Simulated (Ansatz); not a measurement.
# CdSe (Fm-3m) in Ansatz: further runs

One crystal, CdSe, is run at these levels: BLYP+D3(BJ), RPBE; tasks: single point, equation of state, elastic constants.

All numbers are computed with Ansatz 0.2.0; they aren't measurements. Logs are shortened: lines on timing, memory, paths and dates and some standing lists are left out, and cuts for length are marked.

## Step 1: The structure

It takes space group Fm-3m (No. 225, cubic). Conventional cell: a = 5.748 Å, b = 5.748 Å, c = 5.748 Å, α = 90.00°, β = 90.00°, γ = 90.00°. Cd (site symmetry m-3m) has 6 Se at 2.87 Å as nearest neighbours. Around Se (site symmetry m-3m) lie 6 Cd at 2.87 Å.

Measurements of this composition are mostly on another form, of space group No. 186.

## Step 2: Single point, BLYP+D3(BJ), 22.31 Å³/atom (volume scaled by 0.94)

input.yaml reads:

```yaml
crystal:
  lattice:
    - [0.0, 2.8152893338, 2.8152893338]
    - [2.8152893338, 0.0, 2.8152893338]
    - [2.8152893338, 2.8152893338, 0.0]
  atoms:
    - { symbol: Cd, position: [0.0, 0.0, 0.0] }
    - { symbol: Se, position: [0.5, 0.5, 0.5] }
kpoints:
  mp_grid: { grid: [8, 8, 8] }
scf:
  occupations: { method: fixed }
hamiltonian:
  xc: blyp
  dispersion: d3bj
  pseudopotentials: { kind: all_electron, lapw: { basis_error: 0.002 } }
output:
  forces: true
  stress: true
  eigenvalues: true
```

Potentials or basis: all-electron LAPW, scalar-relativistic.

The run is started by

```
$ ansatz run input.yaml --threads 1 --pin off --max-ram 2560MiB --backend cpu --events-out ev --progress --plain --runs-dir out
```

Output:

```text
Warning: RAYON_NUM_THREADS=1 ignored (pool sized by the plan → 1); use --threads N
LAPW: plane waves up to 7.448 Å⁻¹, error target 2.0e-3 eV per atom; small_component_spin mean_spin; Se in spheres of 1.339 Å, 24 of its electrons in bands, Dirac shells []; Cd in spheres of 1.477 Å, 20 of its electrons in bands, Dirac shells [] (how accurate: hamiltonian.pseudopotentials.lapw.basis_error, Limitations)
Engine: ansatz 0.2.0, x86_64-unknown-linux-gnu
Pseudopotentials: kind: all_electron
Pseudopotential: Cd, LAPW, valence charge 20, lapw/all_electron/scalar/gaussian/Cd, Koelling and Harmon's equation, gaussian nucleus
Pseudopotential: Se, LAPW, valence charge 24, lapw/all_electron/scalar/gaussian/Se, Koelling and Harmon's equation, gaussian nucleus
Functional definition: BLYP
  parameter beta = 0.0042
  parameter a = 0.04918
  parameter b = 0.132
  parameter c = 0.2533
  parameter d = 0.349
  exchange = b88_x(beta = beta)
  correlation = lyp_c(a = a, b = b, c = c, d = d)
davidson cushion auto → on  (no smearing: the cushion is to keep the highest requested band from converging to the state above it; pin scf.eigensolver.cushion to override)
Crystal: 2 atoms, lattice volume = 44.627 Å³
Basis set: ecut = 211.35467086644434 eV, 331 PW (Γ), exchange–correlation at level 2
Bands: 27, of which v1, the nominal top of the filled ones, is band 22 counted from 1 (21 counted from 0)
Symmetry: 48 space group operations
Space group: Fm-3m (ITA 225), of the structure as read, at distance tolerance 3.5e-5 Å
k-points: 29 of 512
Non-local potential: Cd, projectors of the file, none
Non-local potential: Se, projectors of the file, none
Initial density: superposition of atomic densities (chi_scale 0.1, normalization cell, long waves kept (reshape's long-wave potential 0.00 eV rms))
Initial wavefunctions: plane waves of lowest kinetic energy (no species holds an atomic orbital)
Functional: x = b88, c = lyp
iter 1 solved again at ethr=2.57e-3 eV; its pass at ethr=1.00e-1 eV (dr2=1.13e0 eV) is discarded
SCF iter   1: F=—  HF=-218390.993521 eV  |F-HF|=—  |Δ(HF+E_count)|=         —  Δρ=3.51e-2  dr2=1.13e0  ethr=2.57e-3  ⟨swp⟩=2.0  Hψ=5001  notcnv=0
preconditioner: auto → none  [insulator: Δε(μ)=0.405 eV  Ē_g=13.050 eV  n_scr=14 (ndim 8)  ℏωp=23.6 eV  f_vac=0.035  ε∞_Penn≈4.3]
iter 2 solved again at ethr=1.20e-5 eV; its pass at ethr=2.57e-3 eV (dr2=5.28e-3 eV) is discarded
SCF iter   2: F=—  HF=-218390.548429 eV  |F-HF|=—  |Δ(HF+E_count)|=   4.45e-1  Δρ=4.89e-3  dr2=5.30e-3  ethr=1.20e-5  ⟨swp⟩=3.0  Hψ=4254  notcnv=0
SCF iter   3: F=—  HF=-218390.509390 eV  |F-HF|=—  |Δ(HF+E_count)|=   3.90e-2  Δρ=3.96e-3  dr2=1.05e-2  ethr=1.20e-5  ⟨swp⟩=3.0  Hψ=2778  notcnv=0
SCF iter   4: F=—  HF=-218390.508904 eV  |F-HF|=—  |Δ(HF+E_count)|=   4.86e-4  Δρ=1.57e-3  dr2=1.49e-3  ethr=1.20e-5  ⟨swp⟩=3.0  Hψ=2456  notcnv=0
SCF iter   5: F=—  HF=-218390.509197 eV  |F-HF|=—  |Δ(HF+E_count)|=   2.93e-4  Δρ=2.72e-4  dr2=2.95e-5  ethr=3.39e-6  ⟨swp⟩=3.0  Hψ=2487  notcnv=0
SCF iter   6: F=—  HF=-218390.509208 eV  |F-HF|=—  |Δ(HF+E_count)|=   1.02e-5  Δρ=7.15e-5  dr2=1.75e-6  ethr=6.70e-8  ⟨swp⟩=3.0  Hψ=2606  notcnv=0
SCF iter   7: F=-218390.509210 eV  HF=-218390.509210 eV  |F-HF|=4.62e-8  |Δ(HF+E_count)|=   2.30e-6  Δρ=7.93e-6  dr2=1.57e-8  ethr=3.97e-9  ⟨swp⟩=3.0  Hψ=2653  notcnv=0
SCF 1 converged in 7 iterations: F = -218390.509210 eV  dr2 = 1.57e-8
SCF converged after 7 iterations
Free energy (F): -218390.509210 eV
Harris-Foulkes:  -218390.509210 eV  (|F-HF|=4.62e-8)
Internal energy: -218390.509210 eV  (E = F + TS)
E sigma→0 (E₀):  -218390.509210 eV
Fermi energy:    12.342469 eV
--- Per-component energies (eV) ---
  E_band       = -1919.197415
  E_kinetic    = 227216.539727
  E_xc         = -6633.774641
  E_electrostatic = -438971.395594  (all electrons and nuclei)
  E_disp       = -1.878702  (pairwise vdW)
  E_smearing   = -0.000000  (= −TS)
  E_closure    = 0.000000  (closes the sum)
  E_atoms      = -218384.741293  (free atoms, spherical and without spin; not in F)
  Σ components = -218390.509210   (vs F -218390.509210, Δ=0.00e0)
  Basis errors (estimates in eV, not in F): energy 7.9e-4 per atom: plane waves 7.7e-4 (4.2e-4 summed), levels above the bands 0.0e0, relativity 2.1e-7, radial functions 2.1e-5, core shells 8.4e-8; eigenvalues (radial functions only) 9.5e-6; not estimated: angular momenta, meshes, grids; target (lapw.basis_error) 2.0e-3; muffin-tin radii Se 1.339 Å, Cd 1.477 Å
--- Forces (eV/Å), atoms counted from 1 ---
  atom   1  Cd    -0.00000000     0.00000000     0.00000000
  atom   2  Se     0.00000000    -0.00000000     0.00000000
  max |Σ_I F_I| component: 8.87e-31 eV/Å
--- Stress (GPa, compression-positive) ---
        1.518261      -0.000000      -0.000000
       -0.000000       1.518261       0.000000
       -0.000000       0.000000       1.518261
  P = ⅓ Tr σ = 1.5183 GPa (15.183 kbar)
--- Band table (eV; the first three rows and the last of 29) ---
  k-point 0: bands = ["-194.4615", "-134.0437", "-134.0437", "-134.0437", "-89.7378", "-50.8012", "-50.8012", "-50.8012", "-34.3914", "-34.3914", "-34.3868", "-34.3868", "-34.3868", "-0.9306", "4.2100", "4.2100", "4.2271", "4.2271", "4.2271", "11.6360", "11.6360", "11.6360", "12.6360", "21.3162", "21.3162", "21.3162", "22.3697"]
  k-point 1: bands = ["-194.4615", "-134.0437", "-134.0437", "-134.0437", "-89.7377", "-50.8014", "-50.8013", "-50.8013", "-34.3913", "-34.3913", "-34.3867", "-34.3867", "-34.3867", "-0.8082", "4.1724", "4.1724", "4.2162", "4.2482", "4.2482", "10.2358", "11.7240", "11.7240", "14.0128", "19.9643", "20.6935", "20.6935", "22.0580"]
  k-point 2: bands = ["-194.4615", "-134.0437", "-134.0437", "-134.0437", "-89.7377", "-50.8017", "-50.8013", "-50.8013", "-34.3913", "-34.3913", "-34.3867", "-34.3866", "-34.3866", "-0.4823", "4.0797", "4.0797", "4.1761", "4.3040", "4.3040", "8.6653", "11.9513", "11.9513", "15.3140", "18.7944", "19.1992", "19.1992", "22.2414"]
  k-point 28: bands = ["-194.4615", "-134.0437", "-134.0437", "-134.0437", "-89.7377", "-50.8019", "-50.8019", "-50.8017", "-34.3914", "-34.3911", "-34.3866", "-34.3866", "-34.3863", "0.0386", "4.0901", "4.2362", "4.2362", "4.4425", "4.8595", "9.0136", "9.0136", "9.1142", "15.3670", "18.3550", "20.0794", "20.0794", "24.7485"]
```

Wall time 3.9 s (1 thread of Intel Xeon 6975P-C (Granite Rapids), shared host); peak memory 0.32 GiB.

What came out:

```
Free energy            : -218390.5092 eV
Pressure               : 1.5 GPa
Band gap on the k mesh : none (metal or under the smearing width)
```

Caveat: pairwise dispersion overbinds metals, which lowers pressure and volume.

## Step 3: Single point, BLYP+D3(BJ), 22.79 Å³/atom (volume scaled by 0.96)

Edit input.yaml of step 2 so:

```diff
@@ -2,5 +2,5 @@
   lattice:
-    - [0.0, 2.8152893338, 2.8152893338]
-    - [2.8152893338, 0.0, 2.8152893338]
-    - [2.8152893338, 2.8152893338, 0.0]
+    - [0.0, 2.8351159683, 2.8351159683]
+    - [2.8351159683, 0.0, 2.8351159683]
+    - [2.8351159683, 2.8351159683, 0.0]
   atoms:
```

Potentials or basis: all-electron LAPW, scalar-relativistic.

The run is started by

```
$ ansatz run input.yaml --threads 1 --pin off --max-ram 2560MiB --backend cpu --events-out ev --progress --plain --runs-dir out
```

Wall time 4.4 s (1 thread of Intel Xeon 6975P-C (Granite Rapids), shared host); peak memory 0.32 GiB.

Results (log left out):

* Free energy: -218390.5136 eV
* Pressure: 0.0 GPa
* Band gap on the k mesh: none (metal or under the smearing width)

Caveat: pairwise dispersion overbinds metals, which lowers pressure and volume.

## Step 4: Single point, BLYP+D3(BJ), 23.26 Å³/atom (volume scaled by 0.98)

Edit input.yaml of step 3 so:

```diff
@@ -2,5 +2,5 @@
   lattice:
-    - [0.0, 2.8351159683, 2.8351159683]
-    - [2.8351159683, 0.0, 2.8351159683]
-    - [2.8351159683, 2.8351159683, 0.0]
+    - [0.0, 2.8546691101, 2.8546691101]
+    - [2.8546691101, 0.0, 2.8546691101]
+    - [2.8546691101, 2.8546691101, 0.0]
   atoms:
```

The run is started by

```
$ ansatz run input.yaml --threads 1 --pin off --max-ram 2560MiB --backend cpu --events-out ev --progress --plain --runs-dir out
```

Wall time 4.4 s (1 thread of Intel Xeon 6975P-C (Granite Rapids), shared host); peak memory 0.31 GiB.

The run converged. Its results:

- Free energy: -218390.5097 eV
- Pressure: -1.3 GPa
- Band gap on the k mesh: none (metal or under the smearing width)

Caveat: pairwise dispersion overbinds metals, which lowers pressure and volume.

## Step 5: Single point, BLYP+D3(BJ), 23.74 Å³/atom

Edit input.yaml of step 4 so:

```diff
@@ -2,5 +2,5 @@
   lattice:
-    - [0.0, 2.8546691101, 2.8546691101]
-    - [2.8546691101, 0.0, 2.8546691101]
-    - [2.8546691101, 2.8546691101, 0.0]
+    - [0.0, 2.873958, 2.873958]
+    - [2.873958, 0.0, 2.873958]
+    - [2.873958, 2.873958, 0.0]
   atoms:
```

The run is started by

```
$ ansatz run input.yaml --threads 1 --pin off --max-ram 2560MiB --backend cpu --events-out ev --progress --plain --runs-dir out
```

Wall time 3.6 s (1 thread of Intel Xeon 6975P-C (Granite Rapids), shared host); peak memory 0.32 GiB.

The run converged. Its results:

```yaml
Free_energy: -218390.4983 eV
Pressure: -2.5 GPa
Band_gap_on_the_k_mesh: none (metal or under the smearing width)
```

Caveat: pairwise dispersion overbinds metals, which lowers pressure and volume.

## Step 6: Single point, BLYP+D3(BJ), 24.21 Å³/atom (volume scaled by 1.02)

Edit input.yaml of step 5 so:

```diff
@@ -2,5 +2,5 @@
   lattice:
-    - [0.0, 2.873958, 2.873958]
-    - [2.873958, 0.0, 2.873958]
-    - [2.873958, 2.873958, 0.0]
+    - [0.0, 2.8929913891, 2.8929913891]
+    - [2.8929913891, 0.0, 2.8929913891]
+    - [2.8929913891, 2.8929913891, 0.0]
   atoms:
```

Potentials or basis: all-electron LAPW, scalar-relativistic.

The run is started by

```
$ ansatz run input.yaml --threads 1 --pin off --max-ram 2560MiB --backend cpu --events-out ev --progress --plain --runs-dir out
```

It took 3.6 s on 1 thread of Intel Xeon 6975P-C (Granite Rapids), shared host; peak memory 0.32 GiB.

Results (log left out):

| Item | Value |
| --- | --- |
| Free energy | -218390.4802 eV |
| Pressure | -3.5 GPa |
| Band gap on the k mesh | none (metal or under the smearing width) |

Caveat: pairwise dispersion overbinds metals, which lowers pressure and volume.

## Step 7: Single point, BLYP+D3(BJ), 24.69 Å³/atom (volume scaled by 1.04)

Edit input.yaml of step 6 so:

```diff
@@ -2,5 +2,5 @@
   lattice:
-    - [0.0, 2.8929913891, 2.8929913891]
-    - [2.8929913891, 0.0, 2.8929913891]
-    - [2.8929913891, 2.8929913891, 0.0]
+    - [0.0, 2.9117775739, 2.9117775739]
+    - [2.9117775739, 0.0, 2.9117775739]
+    - [2.9117775739, 2.9117775739, 0.0]
   atoms:
```

The run is started by

```
$ ansatz run input.yaml --threads 1 --pin off --max-ram 2560MiB --backend cpu --events-out ev --progress --plain --runs-dir out
```

Wall time 3.8 s (1 thread of Intel Xeon 6975P-C (Granite Rapids), shared host); peak memory 0.32 GiB.

The run converged. Its results:

```yaml
Free_energy: -218390.4564 eV
Pressure: -4.5 GPa
Band_gap_on_the_k_mesh: none (metal or under the smearing width)
```

Caveat: pairwise dispersion overbinds metals, which lowers pressure and volume.

## Step 8: Single point, BLYP+D3(BJ), 25.16 Å³/atom (volume scaled by 1.06)

Edit input.yaml of step 7 so:

```diff
@@ -2,5 +2,5 @@
   lattice:
-    - [0.0, 2.9117775739, 2.9117775739]
-    - [2.9117775739, 0.0, 2.9117775739]
-    - [2.9117775739, 2.9117775739, 0.0]
+    - [0.0, 2.9303244279, 2.9303244279]
+    - [2.9303244279, 0.0, 2.9303244279]
+    - [2.9303244279, 2.9303244279, 0.0]
   atoms:
```

The run is started by

```
$ ansatz run input.yaml --threads 1 --pin off --max-ram 2560MiB --backend cpu --events-out ev --progress --plain --runs-dir out
```

Run time: 3.7 s. Hardware: 1 thread of Intel Xeon 6975P-C (Granite Rapids), shared host; peak memory 0.32 GiB.

The run converged. Its results:

| Quantity | Value |
| --- | --- |
| Free energy | -218390.4274 eV |
| Pressure | -5.3 GPa |
| Band gap on the k mesh | none (metal or under the smearing width) |

Caveat: pairwise dispersion overbinds metals, which lowers pressure and volume.

## Step 9: Equation of state, BLYP+D3(BJ)

Potentials or basis: all-electron LAPW, scalar-relativistic.

No new run: the results of the series are fitted here.

What came out:

```yaml
Equilibrium_volume: 22.79 Å³/atom
Bulk_modulus: 68 GPa
Pressure_derivative_of_the_bulk_modulus: 4.9
```

Energy against volume, from the lowest point:
```csv
volume (Å³/atom),energy (meV/atom)
22.314,2.20
22.788,0.00
23.263,1.96
23.738,7.68
24.213,16.69
24.687,28.61
25.162,43.10
```

## Step 10: Elastic constants, RPBE, collinear spin, program default start, total moment locked

input.yaml reads:

```yaml
crystal:
  lattice: { a: 4.0643903813, b: 4.0643903813, c: 4.0643903813, alpha: 60.0, beta: 60.0, gamma: 60.0 }
  atoms:
    - { symbol: Cd, position: [0.0, 0.0, 0.0] }
    - { symbol: Se, position: [0.5, 0.5, 0.5] }
kpoints:
  mp_grid: { grid: [6, 6, 6] }
scf:
  occupations: { method: fermi_dirac, width: 0.05 }
hamiltonian:
  xc: rpbe
  pseudopotentials: { kind: all_electron, datasets: crystal }
magnetization:
  spin_polarized: true
  initial_magnetization: 0.0
  spin_locking: { lock_magnetization: hard }
output:
  forces: true
  stress: true
elastic:
  mode: clamped_ion
  stencil: two_point
```

Potentials or basis: all-electron PAW datasets made for the crystal.

The run is started by

```
$ ansatz run input.yaml --threads 1 --pin off --max-ram 2560MiB --backend cpu --events-out ev --progress --plain --runs-dir out
```

Wall time 45 s (1 thread of Intel Xeon 6975P-C (Granite Rapids), shared host); peak memory 0.62 GiB.

The run converged. Its results:

```
Free energy        : -218376.3482 eV
Absolute moment    : 0.00 μB per cell
Voigt bulk modulus : 62 GPa
```

Elastic tensor in Voigt notation (GPa, ions clamped, in the Cartesian axes of the cell as first typed):
```
95 43 46 -4  0  0
43 95 46  4  0  0
46 46 93  0  0  0
-4  4  0 29  0  0
 0  0  0  0 29 -4
 0  0  0  0 -4 26
```

Caveat: the datasets are made anew for each crystal, so energies of different cells compare to about 1 meV per atom; the total moment is fixed, so each spin has its own Fermi level.

## Step 11: For comparison

An earlier run on the cell as given: functional PBE; potentials or basis all-electron LAPW, scalar-relativistic; cutoff 218 eV (chosen from the basis error); basis error allowed 0.001 eV/atom; k mesh 8 × 8 × 8; occupations fermi-dirac, width 0.05 eV; no spin polarisation.

* Pressure: -0.3 GPa
* Band gap on the k mesh: none (metal or under the smearing width)
* Loewdin charges: Cd +1.20; Se -1.03 e
